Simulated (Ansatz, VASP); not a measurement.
**SiO2 in VASP and in Ansatz**

```
Si O
1.0
     2.66188   -6.15030    0.00000
     2.66188    6.15030    0.00000
     0.00000    0.00000    4.71642
Si O
3 6
Direct
  0.67805 0.32195 0.50000
  0.32195 0.67805 0.50000
  0.50000 0.50000 0.00000
  0.00000 0.50000 0.50000
  0.50000 0.00000 0.50000
  0.58902 0.41098 0.25000
  0.58902 0.41098 0.75000
  0.41098 0.58902 0.25000
  0.41098 0.58902 0.75000
```

Alike in both runs: task single point; functional PBE; k mesh 4 × 4 × 4; occupations gaussian, width 0.1 eV; no spin polarisation.

|  | VASP | Ansatz |
| --- | --- | --- |
| version | VASP 6.6.1 | Ansatz 0.2.0 |
| potentials or method | VASP PAW PBE potentials, release 64 (Si, O) | scalar-relativistic, plane waves, PAW |
| plane-wave cutoff (eV) | 520 | 420 |
| valence electrons in the cell | 48 | 48 |

|  | VASP | Ansatz | Ansatz less VASP |
| --- | --- | --- | --- |
| gap on the k mesh at the Fermi level (eV) | 2.18 | 2.19 | +0.011 |
| least direct gap on the mesh (eV) | 2.40 | 2.41 | +0.009 |
| pressure (GPa) | 8.3 | 8.2 | -0.09 |
| largest component of the traceless stress (GPa) | 6.35 | 6.20 | -0.154 |
| rms of the force components (eV/Å) | 1.222 | 1.218 | -0.0039 |

Atom by atom the forces differ by 0.006 eV/Å (rms over components). The functional is the same, so the differences come from potentials, cutoffs and numerics.

Caveats: forces of over 1 eV/Å show positions far from the minimum, so gaps and moduli don't describe the material at rest. PBE gaps usually lie below the measured ones, often by a third to a half. A k mesh can miss the band edges.
